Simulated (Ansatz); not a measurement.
**Hg: enthalpy against pressure**

Hg, I4/mmm, a = 3.966 Å, c = 3.706 Å. This isn't the element's structure at ambient conditions. Ansatz: PBE, PAW, 420 eV, Γ-centred 16×16×16 mesh on 1 atom, Gaussian smearing 0.10 eV; no spin polarisation. Cell and atoms are relaxed at each pressure, and no other structure is tried, so the rows at high pressure may lie past a change of phase. y is the enthalpy over the state at zero pressure; there V0 = 29.146 Å³/atom. The pressures are the targets, met within 0.04 GPa.

```
P (GPa) y (eV/atom)
    0.0       0.0000
    3.0       0.4991
    8.0       1.2366
   15.0            ?
   30.0       3.9881
   60.0       7.2269
```

**Question.** Fit y = c1 P + c2 P² + c3 P³ to the other rows, say what c1 and c2 mean, and predict the missing value.

**Answer.** Least squares on the rows shown. y = 0.16635 P − 0.0014640 P² + 1.1649×10⁻⁵ P³. Since dH/dP = V, c1 is V0: 0.16635 eV/GPa × 160.2 = 26.649 Å³ against 29.146; c2 = −V0/(2B0) gives B0 = 57 GPa, where a Birch–Murnaghan fit to the volumes of the same runs (not shown) gives 9.2 GPa. The volume falls by 44 % over the range, most steeply at the start, which a cubic can't follow: here c1 isn't V0 and c2 doesn't give B0. Above P = −c2/(3 c3) = 42 GPa the cubic's slope, the volume, would rise with pressure, so the form fails there. At P = 15.0 the fit asked for gives 2.2052 eV/atom. The run gave 2.1794 eV/atom, so the fit is 0.0258 eV/atom too high, 0.36 % of the span of the series, against an rms of 0.0072 eV/atom on the fitted rows. With a term in P⁴ added, a fit to the same known rows (none to spare) predicts 2.1484 eV/atom, which misses by about as much or more on the other side: the known rows don't fix the higher terms. Also, this row ran on the mesh 18×18×18, its neighbour on 16×16×16, which can shift it a little.

The mesh isn't the same in all rows (16×16×16, 18×18×18, 20×20×20). Spin–orbit coupling is left out, which can shift energies with elements as heavy as these.